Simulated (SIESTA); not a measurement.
## A self-consistent single point of Sb2Te3 (R-3m, 5 atoms in the cell) with SIESTA

Method: GGA revPBE, numerical atomic orbitals TZP, PseudoDojo PBE standard norm-conserving potentials (rewritten from UPF to PSML) (SIESTA).

Input:

```
# files in the folder: Sb.psml Te.psml (PseudoDojo PBE standard)
SystemName  Sb2Te3
SystemLabel siesta

NumberOfAtoms                5
NumberOfSpecies              2
%block ChemicalSpeciesLabel
  1 51 Sb
  2 52 Te
%endblock ChemicalSpeciesLabel
LatticeConstant              1.0 Bohr
%block LatticeVectors
     4.129240555    2.384018008   20.325132637
    -4.129240555    2.384018008   20.325132637
     0.000000000   -4.768036015   20.325132637
%endblock LatticeVectors
AtomicCoordinatesFormat      Ang
%block AtomicCoordinatesAndAtomicSpecies
    -0.000000000   -0.000000000   19.495595122  1
     0.000000000   -0.000000000   12.771195878  1
     0.000000000    0.000000000   25.250151430  2
    -0.000000000    0.000000000    7.016639570  2
     0.000000000    0.000000000    0.000000000  2
%endblock AtomicCoordinatesAndAtomicSpecies

XC.functional                GGA
XC.authors                   revPBE
PAO.BasisSize                TZP
PAO.EnergyShift              0.005 Ry
MeshCutoff                   400 Ry
%block kgrid.MonkhorstPack
    5   0   0  0.0
    0   5   0  0.0
    0   0   5  0.0
%endblock kgrid.MonkhorstPack
OccupationFunction           FD
ElectronicTemperature        100.0 meV

MaxSCFIterations             150
SCF.Mixer.Method             Pulay
SCF.Mixer.Weight             0.25
SCF.Mixer.History            8
SCF.DM.Tolerance             1.0E-04
Diag.ParallelOverK           true
WriteForces                  true
Charge.Mulliken              end
```

Output (repeated stretches shortened):

```
reinit: Reading from file input.fdf

reinit: System Name: Sb2Te3
reinit: System Label: siesta

coor:   Atomic-coordinates input format  =     Cartesian coordinates
coor:                                          (in Angstroms)

siesta: Atomic coordinates (Bohr) and species
siesta:     -0.00000  -0.00000  36.84134  1        1
siesta:      0.00000  -0.00000  24.13406  1        2
siesta:      0.00000   0.00000  47.71587  2        3
siesta:     -0.00000   0.00000  13.25953  2        4
siesta:      0.00000   0.00000   0.00000  2        5

siesta: System type = bulk

initatomlists: Number of atoms, orbitals, and projectors:      5   110   163

siesta: ******************** Simulation parameters ****************************
redata: Spin configuration                          = none
redata: Time-Reversal Symmetry                      = T
redata: Number of Atomic Species                    =        2
redata: Mesh Cutoff                                 =   400.0000 Ry
redata: Net charge of the system                    =     0.0000 |e|
redata: Min. number of SCF Iter                     =        0
redata: Max. number of SCF Iter                     =      150
redata: SCF convergence failure will abort job
redata: SCF mix quantity                            = Hamiltonian
redata: Mix DM or H after convergence               =   F
redata: Recompute H after scf cycle                 =   F
redata: Mix DM in first SCF step                    =   T
redata: No kicks to SCF
redata: DM Mixing Weight for Kicks                  =     0.5000
redata: Require Harris convergence for SCF          =   F
redata: Harris energy tolerance for SCF             =     0.000100 eV
redata: Require DM convergence for SCF              =   T
redata: DM tolerance for SCF                        =     0.000100
redata: Require EDM convergence for SCF             =   F
redata: EDM tolerance for SCF                       =     0.001000 eV
   [... lines left out ...]
diag: Parallel distribution                         =     1 x     1
diag: Used triangular part                          = Lower
diag: Absolute tolerance                            =  0.100E-15
diag: Orthogonalization factor                      =  0.100E-05
diag: Memory factor                                 =  1.0000

superc: Internal auxiliary supercell:     5 x     5 x     5  =     125
superc: Number of atoms, orbitals, and projectors:    625  13750  20375

                        Single-point calculation

superc: Internal auxiliary supercell:     5 x     5 x     5  =     125
superc: Number of atoms, orbitals, and projectors:    625  13750  20375

outcell: Unit cell vectors (Ang):
        2.185100    1.261568   10.755597
       -2.185100    1.261568   10.755597
        0.000000   -2.523136   10.755597

outcell: Cell vector modules (Ang)   :   11.047583   11.047583   11.047583
outcell: Cell angles (23,13,12) (deg):     22.8155     22.8155     22.8155
outcell: Cell volume (Ang**3)        :    177.8966
new_DM -- step:     1
Initializing Density Matrix...

Attempting to read DM from file... Failed...
DM filled with atomic data:

InitMesh: MESH = 144 x 144 x 144 = 2985984
InitMesh: Mesh cutoff (required, used) =   400.000   495.402 Ry

stepf: Fermi-Dirac step function
        iscf     Eharris(eV)        E_KS(eV)     FreeEng(eV)     dDmax    Ef(eV) dHmax(eV)
   scf:    1   -13506.148511   -13504.472469   -13504.476401  0.874467 -3.507226  4.451302
   scf:    2   -13503.131692   -13504.673278   -13504.680904  0.062827 -3.631342  3.057021
   scf:    3   -13505.256429   -13505.293089   -13505.300492  0.053675 -3.647507  1.510141
   scf:    4   -13505.384106   -13505.348057   -13505.356614  0.023608 -3.721833  0.738141
   scf:    5   -13505.370342   -13505.361078   -13505.369306  0.016776 -3.779975  0.026570
   scf:    6   -13505.360892   -13505.361072   -13505.369368  0.001278 -3.778213  0.026323
   scf:    7   -13505.361314   -13505.361215   -13505.369439  0.000774 -3.776593  0.004139
   scf:    8   -13505.361232   -13505.361224   -13505.369442  0.000674 -3.775165  0.001168
   scf:    9   -13505.361217   -13505.361220   -13505.369442  0.000083 -3.775266  0.001046
   scf:   10   -13505.361223   -13505.361222   -13505.369442  0.000062 -3.775176  0.000432
SCF Convergence by DM+H criterion
max |DM_out - DM_in|         :     0.0000624118
max |H_out - H_in|      (eV) :     0.0004317767
SCF cycle converged after 10 iterations

Using DM_out to compute the final energy and forces

siesta: E_KS(eV) =           -13505.3612

siesta: E_KS - E_eggbox =    -13505.3612

siesta: Atomic forces (eV/Ang):
     1   -0.000000    0.000000    0.158949
     2    0.000000   -0.000000   -0.158948
     3   -0.000000    0.000000    0.133640
     4    0.000000   -0.000000   -0.133641
     5    0.000000   -0.000000    0.000000
   Tot    0.000000    0.000000    0.000000
   Max    0.158949
   Res    0.075828    sqrt( Sum f_i^2 / 3N )
   Max    0.158949    constrained

Stress tensor Voigt[x,y,z,yz,xz,xy] (kbar):       -3.85       -3.85       -5.77       -0.00        0.00        0.00
(Free)E + p*V (eV/cell)   -13504.8704
Target enthalpy (eV/cell)   -13505.3694

siesta: Program's energy decomposition (eV):
siesta: Ebs     =     -2156.263330
siesta: Eions   =     13754.764822
siesta: Ena     =       945.683181
siesta: Ekin    =      7529.943425
siesta: Enl     =     -5009.653521
siesta: Eso     =         0.000000
siesta: Edftu   =         0.000000
siesta: DEna    =        22.647593
siesta: DUscf   =         0.629847
siesta: DUext   =         0.000000
siesta: Ex      =     -3056.013724
siesta: Ec      =      -183.833200
siesta: Exc     =     -3239.846925
siesta: Eharris =    -13505.361223
siesta: Etot    =    -13505.361222
siesta: FreeEng =    -13505.369442

siesta: Atomic forces (eV/Ang):
siesta:      1   -0.000000    0.000000    0.158949
siesta:      2    0.000000   -0.000000   -0.158948
siesta:      3   -0.000000    0.000000    0.133640
siesta:      4    0.000000   -0.000000   -0.133641
siesta:      5    0.000000   -0.000000    0.000000
siesta: ----------------------------------------
siesta:    Tot    0.000000    0.000000    0.000000

siesta: Stress tensor (static) (eV/Ang**3):
siesta:    -0.002406    0.000000    0.000000
siesta:     0.000000   -0.002406   -0.000000
siesta:     0.000000   -0.000000   -0.003604

siesta: Cell volume =        177.896643 Ang**3

siesta: Pressure (static):
   [... lines left out ...]
siesta:           4.49461000         -6.02936302  kBar
   [... lines left out ...]
   2 15.122   1.519  -0.130   0.447   0.391   0.376   0.391  -0.047  -0.092
             -0.047   0.479   0.537   0.479   2.001   2.001   2.005   2.001

              2.001   0.139   0.226   0.083   0.226   0.139

Species: Te
Atom  Qatom  Qorb
               5s      5s      5s      5py     5pz     5px     5py     5pz
               5px     5py     5pz     5px     4dxy    4dyz    4dz2    4dxz
               4dx2-y2 5dxy    5dyz    5dz2    5dxz    5dx2-y2
   3 15.934   1.456  -0.089   0.432   0.890   0.968   0.890  -0.104  -0.130
             -0.104   0.483   0.494   0.483   2.001   2.003   2.002   2.003

              2.001   0.043   0.066   0.035   0.066   0.043
   4 15.934   1.456  -0.089   0.432   0.890   0.968   0.890  -0.104  -0.130
             -0.104   0.483   0.494   0.483   2.001   2.003   2.002   2.003

              2.001   0.043   0.066   0.035   0.066   0.043
   5 15.888   1.458  -0.033   0.342   0.876   0.707   0.876  -0.154  -0.113
             -0.154   0.569   0.573   0.569   2.003   2.004   2.005   2.004

              2.003   0.057   0.103   0.035   0.103   0.057

mulliken: Qtot =       78.000

Mulliken Atomic Populations:
Atom #   charge [q] valence [e]  Species
     1    -0.121877   15.121877  Sb
     2    -0.121877   15.121877  Sb
     3     0.066082   15.933918  Te
     4     0.066082   15.933918  Te
     5     0.111589   15.888411  Te
 Total    -0.000000
```

The run converged in 10 iterations.

The starting cell comes from a database of computed structures (which also holds hypothetical and non-ambient phases and stackings), without a prior relaxation at this level. Its lattice was rescaled by a random factor within 2.5 % of one. Values carry the incompleteness of an atom-centred basis.

Cost on one core of a shared machine: roughly 4 min.
